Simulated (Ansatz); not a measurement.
## Where the states of CO2 lie

```yaml
crystal:
  lattice:
    - [3.51610, 0.00000, 0.00000]
    - [0.00000, 3.51610, 0.00000]
    - [0.00000, 0.00000, 4.10430]
  atoms:
    - { symbol: C, position: [0.00000, 0.00000, 0.00000] }
    - { symbol: C, position: [0.50000, 0.50000, 0.50000] }
    - { symbol: O, position: [0.23000, 0.23000, 0.00000] }
    - { symbol: O, position: [0.27000, 0.73000, 0.50000] }
    - { symbol: O, position: [0.77000, 0.77000, 0.00000] }
    - { symbol: O, position: [0.73000, 0.27000, 0.50000] }
```

The geometry is COD entry 1517803, unchecked; take it as a test cell.

Method: Ansatz 0.2.0, DFT, PBE, all-electron LAPW, scalar-relativistic.

Numerical set-up: a Γ-centred 6×6×6 k mesh, Fermi–Dirac smearing of 0.01 eV, basis error target 1 meV/atom, no spin polarisation.

States per eV and cell, averaged over 0.6 eV, from -5.8 to 0.0 eV, with energies (bin centres) from the valence-band top; empty bins are left out. The partial columns, the largest 4 alone, are projections on Löwdin-orthogonalised atomic shells (those that the program's projection atoms carry: the occupied ones and, for some elements, an empty d or f shell; other empty shells have no column), summed over atoms of an element. Weights on diffuse s and p shells depend on that basis and aren't pure angular character.

```tsv
E (eV)	total	O 2p	C 2p	O 2s	C 2s
-5.6	3.27	2.10	0.63	0.45	0.05
-5.0	3.79	2.46	0.73	0.49	0.03
-4.4	5.30	3.45	1.09	0.62	0.02
-3.8	2.33	1.52	0.58	0.19	0.01
-3.2	0.14	0.11	0.02	0.00	0.00
-2.6	0.73	0.68	0.04	0.00	0.00
-2.0	2.95	2.83	0.07	0.02	0.00
-1.4	5.55	5.41	0.08	0.02	0.00
-0.8	3.00	2.94	0.03	0.01	0.00
-0.2	0.96	0.95	0.01	0.00	0.00
```

(1) Which of the resolved shells contributes most in the top eV of the valence band?

Answers

(1) O 2p, with 98 % of all states there; C 2p follows with 1 %.
